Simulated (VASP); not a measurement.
# GaN from a squeezed to a stretched cell

Aim: follow GaN from a squeezed to a stretched cell. The starting structure is a measured crystal structure from the Crystallography Open Database. All runs use LDA. The equilibrium cell comes from relaxations that aren't shown. At each volume, shape and positions are relaxed as far as symmetry leaves them free.

Calculated with VASP 6.6.1; Kohn-Sham DFT with plane waves and PAW; LDA.

## 1. The starting structure

Symmetry: P6_3mc, No. 186, hexagonal system. The conventional cell has a = 3.197 Å, b = 3.197 Å, c = 5.207 Å, α = 90.00°, β = 90.00°, γ = 120.00°. Nearest to Ga lie 4 N at 1.95 to 1.97 Å. N has 4 Ga at 1.95 to 1.97 Å nearest. Farther neighbours and most contacts between anions are not listed.

Coordinates:

```xyz
4
Lattice="3.1972 0.0000 0.0000 -1.5986 2.7689 0.0000 0.0000 0.0000 5.2070" Properties=species:S:1:pos:R:3 pbc="T T T"
Ga    1.5986    0.9230    3.0784
Ga    0.0000    1.8459    0.4749
N     1.5986    0.9230    5.0445
N     0.0000    1.8459    2.4410
```

## 2. Relaxation at the equilibrium volume

INCAR reads:

```
SYSTEM = GaN
PREC = Accurate
ENCUT = 560
EDIFF = 1E-07
NELM = 100
ISMEAR = 0
SIGMA = 0.03
LREAL = .FALSE.
ALGO = Normal
GGA = CA
NBANDS = 24
LORBIT = 11
LWAVE = .FALSE.
LCHARG = .FALSE.
KPAR = 8
IBRION = 2
NSW = 50
ISIF = 4
EDIFFG = -0.003
```

POSCAR reads:

```
GaN
1.0
    3.1576114206      0.0000000000      0.0000000000
   -1.5788057104      2.7345717046      0.0000000000
    0.0000000000      0.0000000000      5.1475194876
Ga N
2 2
Direct
    0.6666666700      0.3333333300      0.5917952079
    0.3333333300      0.6666666700      0.0917952079
    0.6666666700      0.3333333300      0.9682047921
    0.3333333300      0.6666666700      0.4682047921
```

KPOINTS reads:

```
Automatic mesh
0
Gamma
8 8 4
0 0 0
```

Potentials, in the order of the species: Ga_d and N (LDA family, release 64).

Launch:

```
$ mpirun -np 8 vasp_std
```

Log:

```text
[banner, memory and clock lines left out]
running    8 mpi-ranks, on    1 nodes
 distrk:  each k-point on    1 cores,    8 groups
 distr:  one band on    1 cores,    1 groups

 POSCAR found type information on POSCAR GaN
 POSCAR found :  2 types and       4 ions
|                                                                             |
|           W    W    AA    RRRRR   N    N  II  N    N   GGGG   !!!           |
|           W    W   A  A   R    R  NN   N  II  NN   N  G    G  !!!           |
|           W    W  A    A  R    R  N N  N  II  N N  N  G       !!!           |
|           W WW W  AAAAAA  RRRRR   N  N N  II  N  N N  G  GGG   !            |
|           WW  WW  A    A  R   R   N   NN  II  N   NN  G    G                |
|           W    W  A    A  R    R  N    N  II  N    N   GGGG   !!!           |
|                                                                             |
|     For optimal performance we recommend to set                             |
|       NCORE = 2 up to number-of-cores-per-socket                            |
|     NCORE specifies how many cores store one orbital (NPAR=cpu/NCORE).      |
|     This setting can greatly improve the performance of VASP for DFT.       |
|     The default, NCORE=1 might be grossly inefficient on modern             |
|     multi-core architectures or massively parallel machines. Do your        |
|     Unfortunately you need to use the default for GW and RPA                |
|     calculations (for HF NCORE is supported but not extensively tested      |
|     yet).                                                                   |
|                                                                             |

 LDA part: xc-table for (Slater(with rela. corr.)+CA(PZ))
 , standard interpolation
 POSCAR, INCAR and KPOINTS ok, starting setup
 FFT: planning ... GRIDC
 FFT: planning ... GRID_SOFT
 FFT: planning ... GRID
 WAVECAR not read
 entering main loop
       N       E                     dE             d eps       ncg     rms          rms(c)
DAV:   1     0.280275354658E+03    0.28028E+03   -0.18886E+04  1536   0.292E+03
DAV:   2     0.294238988298E+01   -0.27733E+03   -0.26688E+03  1584   0.536E+02
DAV:   3    -0.310512765447E+02   -0.33994E+02   -0.33696E+02  1704   0.148E+02
DAV:   4    -0.320394632048E+02   -0.98819E+00   -0.98660E+00  1776   0.280E+01
DAV:   5    -0.320585894792E+02   -0.19126E-01   -0.19116E-01  1744   0.353E+00    0.107E+01
DAV:   6    -0.279339004867E+02    0.41247E+01   -0.12777E+01  2472   0.550E+01    0.313E+00
DAV:   7    -0.279706180163E+02   -0.36718E-01   -0.13769E+00  1560   0.906E+00    0.257E+00
DAV:   8    -0.279324224706E+02    0.38196E-01   -0.27941E-01  2432   0.620E+00    0.112E+00
DAV:   9    -0.279094734238E+02    0.22949E-01   -0.83874E-02  2424   0.466E+00    0.327E-01
DAV:  10    -0.279102323470E+02   -0.75892E-03   -0.56379E-03  1576   0.588E-01    0.122E-01
DAV:  11    -0.279100060656E+02    0.22628E-03   -0.12751E-03  2208   0.657E-01    0.442E-02
DAV:  12    -0.279100208789E+02   -0.14813E-04   -0.13928E-04  1528   0.777E-02    0.563E-02
DAV:  13    -0.279100275627E+02   -0.66838E-05   -0.43238E-06  2144   0.146E-02    0.672E-02
DAV:  14    -0.279100167348E+02    0.10828E-04   -0.54211E-06  1864   0.363E-02    0.500E-02
DAV:  15    -0.279100122846E+02    0.44502E-05   -0.28870E-06  2256   0.151E-02    0.404E-02
DAV:  16    -0.279100081903E+02    0.40943E-05   -0.25940E-06  1784   0.157E-02    0.287E-02
DAV:  17    -0.279100046437E+02    0.35466E-05   -0.70738E-06  2352   0.256E-02    0.963E-03
DAV:  18    -0.279100042778E+02    0.36590E-06   -0.15238E-06  2280   0.115E-02    0.337E-03
DAV:  19    -0.279100042246E+02    0.53218E-07   -0.17478E-07  1040   0.388E-03
   1 F= -.27910004E+02 E0= -.27910004E+02  d E =-.279100E+02
 curvature:   0.00 expect dE= 0.000E+00 dE for cont linesearch  0.000E+00
 trial: gam= 0.00000 g(F)=  0.436E-07 g(S)=  0.456E-07 ort = 0.000E+00 (trialstep = 0.100E+01)
 search vector abs. value=  0.893E-07
 reached required accuracy - stopping structural energy minimisation
```

Elapsed: 12 s, on 8 MPI ranks of AMD EPYC 7R43, shared host; peak memory 1.1 GiB; 85 s of CPU time.

The logs omit lines about the potential files and the build; timing stands in the text.

Parts of OUTCAR (step 2):

```text
ion  position               nearest neighbor table
   1  0.667  0.333  0.592-   4 1.93   4 1.93   4 1.93   3 1.94
   2  0.333  0.667  0.092-   3 1.93   3 1.93   3 1.93   4 1.94
   3  0.667  0.333  0.968-   2 1.93   2 1.93   2 1.93   1 1.94
   4  0.333  0.667  0.468-   1 1.93   1 1.93   1 1.93   2 1.94

  LATTYP: Found a hexagonal cell.
 ALAT       =     3.1576114206
 C/A-ratio  =     1.6301940936

 Subroutine GETGRP returns: Found 12 space group operations
 (whereof  6 operations were pure point group operations)

The static configuration has the point symmetry C_3v.
 The point group associated with its full space group is C_6v.

 Found     30 irreducible k-points:

   k-points           NKPTS =     30   k-points in BZ     NKDIM =     30   number of bands    NBANDS=     24

   dimension x,y,z NGX =    24 NGY =   24 NGZ =   40
   dimension x,y,z NGXF=    48 NGYF=   48 NGZF=   80

   ENCUT  =  560.0 eV  41.16 Ry    6.42 a.u.   6.09  6.09  9.93*2*pi/ulx,y,z

   NELECT =      36.0000    total number of electrons

 k-points in reciprocal lattice and weights: Automatic mesh
   0.00000000  0.00000000  0.00000000       0.004
   0.12500000  0.00000000  0.00000000       0.023
   0.25000000  0.00000000  0.00000000       0.023
   0.37500000  0.00000000  0.00000000       0.023
   0.50000000  0.00000000  0.00000000       0.012
   0.12500000  0.12500000  0.00000000       0.023
   0.25000000  0.12500000  0.00000000       0.047
   0.37500000  0.12500000  0.00000000       0.047
   0.25000000  0.25000000  0.00000000       0.023
[...]
0.25000000  0.25000000  0.50000000       0.023
   0.37500000  0.25000000  0.50000000       0.023

 average (electrostatic) potential at core
       1 -64.4167       2 -64.4167       3 -61.6758       4 -61.6758

 E-fermi :   5.5760

 k-point     1 :       0.0000    0.0000    0.0000
  band No.  band energies     occupation
    ...
     14       4.3015      2.00000
     15       4.3015      2.00000
     16       5.3263      2.00000
     17       5.3789      2.00000
     18       5.3789      2.00000
     19       7.4873      0.00000
     20       9.7252      0.00000
     21      14.5646      0.00000
     22      15.2485      0.00000
     23      15.2485      0.00000
    ...

 k-point     2 :       0.1250    0.0000    0.0000
  band No.  band energies     occupation
    ...
     14       3.2147      2.00000
     15       3.9772      2.00000
     16       4.2420      2.00000
     17       5.1630      2.00000
     18       5.2333      2.00000
     19       8.4874      0.00000
     20      10.5863      0.00000
     21      13.9715      0.00000
     22      14.4894      0.00000
     23      15.6380      0.00000
    ...

 k-point     3 :       0.2500    0.0000    0.0000
  band No.  band energies     occupation
    ...
     14       1.2385      2.00000
     15       2.4906      2.00000
     16       3.3076      2.00000
     17       4.6246      2.00000
     18       4.8587      2.00000
     19       9.7705      0.00000
     20      11.3501      0.00000
     21      12.7011      0.00000
     22      13.8992      0.00000
     23      15.5559      0.00000
    ...

  Total       -0.0061413     -0.0061413     -0.0037599      0.0000000      0.0000000     -0.0000000
  in kB       -0.2213733     -0.2213733     -0.1355326      0.0000000      0.0000000     -0.0000000
  external PRESSURE =      -0.1927597 kB  Pullay stress =       0.0000000 kB

  energy-cutoff  :      560.00
  volume of cell :       44.45
      direct lattice vectors                 reciprocal lattice vectors
     3.157611421  0.000000000  0.000000000     0.316695080  0.182843989  0.000000000
    -1.578805710  2.734571705  0.000000000     0.000000000  0.365687979  0.000000000
     0.000000000  0.000000000  5.147519488     0.000000000  0.000000000  0.194268327

 POSITION                                       TOTAL-FORCE (eV/Angst)
 -----------------------------------------------------------------------------------
      1.57881      0.91152      3.04628        -0.000000      0.000000     -0.000475
     -0.00000      1.82305      0.47252         0.000000     -0.000000     -0.000475
      1.57881      0.91152      4.98385        -0.000000      0.000000      0.000475
     -0.00000      1.82305      2.41009         0.000000     -0.000000      0.000475
 -----------------------------------------------------------------------------------
    total drift:                               -0.000011      0.000006     -0.001001

  FREE ENERGIE OF THE ION-ELECTRON SYSTEM (eV)
  ---------------------------------------------------
  free  energy   TOTEN  =       -27.9100042246 eV

  energy  without entropy=      -27.9100042246  energy(sigma->0) =      -27.91000422

 reached required accuracy - stopping structural energy minimisation

 total charge
# of ion       s       p       d       tot
------------------------------------------
    1        0.801   0.942  10.195  11.939
    2        0.801   0.942  10.195  11.939
    3        1.207   2.511   0.000   3.718
    4        1.207   2.511   0.000   3.718
--------------------------------------------------
tot          4.016   6.906  20.390  31.312

[... 3 further parts left out ...]
```

The run keeps the 12 symmetry operations of its start, so it cannot find a distortion of lower symmetry.

The equilibrium volume: 11.112 Å³ an atom and a pressure of -0.02 GPa, and 2.108 eV of gap on the mesh. Further runs on this cell, not shown, give the modes B1 (2) 697.7, E2 (2) 570.1, E2 (1) 140.0 cm⁻¹.

## 3. Relaxation at 0.96 of the equilibrium volume

INCAR is that of step 2.

POSCAR reads:

```
GaN
1.0
    3.1149357646      0.0000000000      0.0000000000
   -1.5574678824      2.6976135024      0.0000000000
    0.0000000000      0.0000000000      5.0779498853
Ga N
2 2
Direct
    0.6666666700      0.3333333300      0.5917952079
    0.3333333300      0.6666666700      0.0917952079
    0.6666666700      0.3333333300      0.9682047921
    0.3333333300      0.6666666700      0.4682047921
```

KPOINTS is that of step 2.

Launch:

```
$ mpirun -np 8 vasp_std
```

Log:

```text
[banner, memory and clock lines left out]
running    8 mpi-ranks, on    1 nodes
[...]
[... a notice as in an earlier step ...]

 LDA part: xc-table for (Slater(with rela. corr.)+CA(PZ))
 , standard interpolation
 POSCAR, INCAR and KPOINTS ok, starting setup
[...]
entering main loop
       N       E                     dE             d eps       ncg     rms          rms(c)
DAV:   1     0.273495159764E+03    0.27350E+03   -0.18941E+04  1568   0.297E+03
DAV:   2     0.648840551495E+00   -0.27285E+03   -0.26009E+03  1608   0.537E+02
DAV:   3    -0.312983268567E+02   -0.31947E+02   -0.31701E+02  1680   0.145E+02
DAV:   4    -0.321658102900E+02   -0.86748E+00   -0.86605E+00  1760   0.266E+01
[...]
DAV:  14    -0.278608045778E+02    0.17084E-05   -0.90675E-06  1968   0.279E-02    0.638E-03
DAV:  15    -0.278608045104E+02    0.67462E-07   -0.12102E-06  1864   0.770E-03    0.236E-04
DAV:  16    -0.278608045134E+02   -0.30414E-08   -0.48854E-08   888   0.214E-03
   1 F= -.27860805E+02 E0= -.27860805E+02  d E =-.278608E+02
[... from here on, the cycles between the ionic steps are left out ...]
   2 F= -.27860808E+02 E0= -.27860808E+02  d E =-.354704E-05
   3 F= -.27860810E+02 E0= -.27860810E+02  d E =-.515915E-05
   4 F= -.27860812E+02 E0= -.27860812E+02  d E =-.237000E-05
 trial-energy change:   -0.000002  1 .order   -0.000003   -0.000006    0.000000
 step:   0.8527(harm=  0.8934)  dis= 0.00018  next Energy=   -27.860812 (dE=-0.238E-05)
 reached required accuracy - stopping structural energy minimisation
```

Elapsed: 9.6 s, on 8 MPI ranks; peak memory 1.2 GiB; 68 s of CPU time.

Parts of OUTCAR (step 3):

```text
  Total        2.3944810      2.3944809      2.3971956     -0.0000000      0.0000000      0.0000000
  in kB       89.9093249     89.9093248     90.0112563     -0.0000000      0.0000000      0.0000000
  external PRESSURE =      89.9433020 kB  Pullay stress =       0.0000000 kB

 POSITION                                       TOTAL-FORCE (eV/Angst)
 -----------------------------------------------------------------------------------
      1.55734      0.89913      3.00610         0.000000     -0.000000     -0.000965
     -0.00000      1.79826      0.46669        -0.000000      0.000000     -0.000965
      1.55734      0.89913      4.91685         0.000000      0.000000      0.000965
     -0.00000      1.79826      2.37744        -0.000000     -0.000000      0.000965
 -----------------------------------------------------------------------------------
    total drift:                               -0.000010      0.000005     -0.001329

  FREE ENERGIE OF THE ION-ELECTRON SYSTEM (eV)
  ---------------------------------------------------
  free  energy   TOTEN  =       -27.8608120426 eV

  energy  without entropy=      -27.8608120426  energy(sigma->0) =      -27.86081204

[... 2 parts as in an earlier step ...]

[... 2 further parts left out ...]
[key lines of the parts left out:]
E-fermi :   6.0524
```

0.96 of the equilibrium volume: 10.667 Å³ an atom and a pressure of 8.99 GPa, and 2.382 eV of gap on the mesh. Further runs on this cell, not shown, give the modes B1 (2) 735.7, E2 (2) 607.3, E2 (1) 136.8 cm⁻¹.

## 4. Relaxation at 1.04 of the equilibrium volume

INCAR is that of step 3.

POSCAR reads:

```
GaN
1.0
    3.1991637044      0.0000000000      0.0000000000
   -1.5995818523      2.7705570379      0.0000000000
    0.0000000000      0.0000000000      5.2152577752
Ga N
2 2
Direct
    0.6666666700      0.3333333300      0.5917952079
    0.3333333300      0.6666666700      0.0917952079
    0.6666666700      0.3333333300      0.9682047921
    0.3333333300      0.6666666700      0.4682047921
```

KPOINTS is that of step 3.

Launch:

```
$ mpirun -np 8 vasp_std
```

Log:

```text
[... set-up lines as in an earlier step ...]
 entering main loop
       N       E                     dE             d eps       ncg     rms          rms(c)
DAV:   1     0.280193311675E+03    0.28019E+03   -0.19023E+04  1512   0.290E+03
DAV:   2     0.293765949825E+01   -0.27726E+03   -0.26445E+03  1576   0.532E+02
DAV:   3    -0.307742663604E+02   -0.33712E+02   -0.33415E+02  1640   0.147E+02
DAV:   4    -0.318497235481E+02   -0.10755E+01   -0.10734E+01  1880   0.290E+01
[...]
DAV:  21    -0.278691843843E+02    0.17814E-05   -0.48881E-06  2256   0.186E-02    0.882E-03
DAV:  22    -0.278691841234E+02    0.26092E-06   -0.10763E-06  2120   0.825E-03    0.231E-03
DAV:  23    -0.278691841047E+02    0.18667E-07   -0.12661E-07   952   0.318E-03
   1 F= -.27869184E+02 E0= -.27869184E+02  d E =-.278692E+02
[...]
2 F= -.27869189E+02 E0= -.27869189E+02  d E =-.440881E-05
[...]
3 F= -.27869189E+02 E0= -.27869189E+02  d E =-.467457E-05
[...]
4 F= -.27869190E+02 E0= -.27869190E+02  d E =-.106297E-05
 trial-energy change:   -0.000001  1 .order   -0.000001   -0.000003    0.000000
 step:   0.9158(harm=  0.9158)  dis= 0.00011  next Energy=   -27.869190 (dE=-0.137E-05)
 reached required accuracy - stopping structural energy minimisation
```

Elapsed: 20 s, on 8 MPI ranks; peak memory 1.2 GiB; 2.4 min of CPU time.

From OUTCAR (step 4):

```text
  Total       -2.1014958     -2.1014958     -2.1017883      0.0000000      0.0000000      0.0000000
  in kB      -72.8382935    -72.8382935    -72.8484328      0.0000000      0.0000000      0.0000000
  external PRESSURE =     -72.8416733 kB  Pullay stress =       0.0000000 kB

 POSITION                                       TOTAL-FORCE (eV/Angst)
 -----------------------------------------------------------------------------------
      1.59966      0.92356      3.08567        -0.000000      0.000000      0.000375
     -0.00000      1.84712      0.47828         0.000000     -0.000000      0.000375
      1.59966      0.92356      5.04939        -0.000000      0.000000     -0.000375
     -0.00000      1.84712      2.44200         0.000000     -0.000000     -0.000375
 -----------------------------------------------------------------------------------
    total drift:                               -0.000010      0.000006      0.001619

  FREE ENERGIE OF THE ION-ELECTRON SYSTEM (eV)
  ---------------------------------------------------
  free  energy   TOTEN  =       -27.8691898423 eV

  energy  without entropy=      -27.8691898423  energy(sigma->0) =      -27.86918984

[... 2 parts as in an earlier step ...]

[... 2 further parts left out ...]
[key lines of the parts left out:]
E-fermi :   5.1372
```

1.04 of the equilibrium volume: 11.556 Å³ an atom and a pressure of -7.28 GPa, and 1.845 eV of gap on the mesh. Further runs on this cell, not shown, give the modes B1 (2) 662.7, E2 (2) 535.4, E2 (1) 141.4 cm⁻¹.

[end of part 1 of 2]

[Lines on the potential files, build, host, timing and source positions are cut from VASP's logs without a mark.]

[Logs are printed without paths, hosts, clocks, repeated set-up lines and the standing remarks that a program may print on its own settings, such as how far it seeks lower states.]

[Hosts, paths, dates, database ids (printed as entryN), source tags and the programs' standing remarks are cut or masked in the printed files.]
